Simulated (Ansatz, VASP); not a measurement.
## Two plane-wave programs on AlFe

```
Al Fe
1.0
     2.76705    0.00000    0.00000
     0.00000    2.76705    0.00000
     0.00000    0.00000    2.76705
Al Fe
1 1
Direct
  0.00000 0.00000 0.00000
  0.50000 0.50000 0.50000
```

Alike in both runs: task single point; functional PBEsol; k mesh 18 × 18 × 18; occupations gaussian, width 0.15 eV; collinear spin.

|  | VASP | Ansatz |
| --- | --- | --- |
| version | VASP 6.6.1 | Ansatz 0.2.0 |
| potentials or method | VASP PAW PBE potentials, release 64 (Al, Fe) | scalar-relativistic, plane waves, PAW |
| plane-wave cutoff (eV) | 520 | 520 |
| valence electrons in the cell | 11 | 19 |

```csv
,VASP,Ansatz,Ansatz less VASP
gap on the k mesh at the Fermi level (eV),none,none,-
pressure (GPa),19.3,19.0,-0.35
net moment per atom (μB),0.31,0.31,+0.001
size of the moment on the site where the two differ most (μB),0.65,0.64,-0.010
```

Site moments also hang on the region over which each program counts them. A gap of «none» marks a metal or a gap that the smearing closes. The two sets of potentials don't hold the same shells in valence.

Caveats: so large a pressure means that the cell lies far from this level's equilibrium, or that cutoff or potentials fall short (VASP); the potentials were made for another functional, which shifts forces and pressure (VASP).
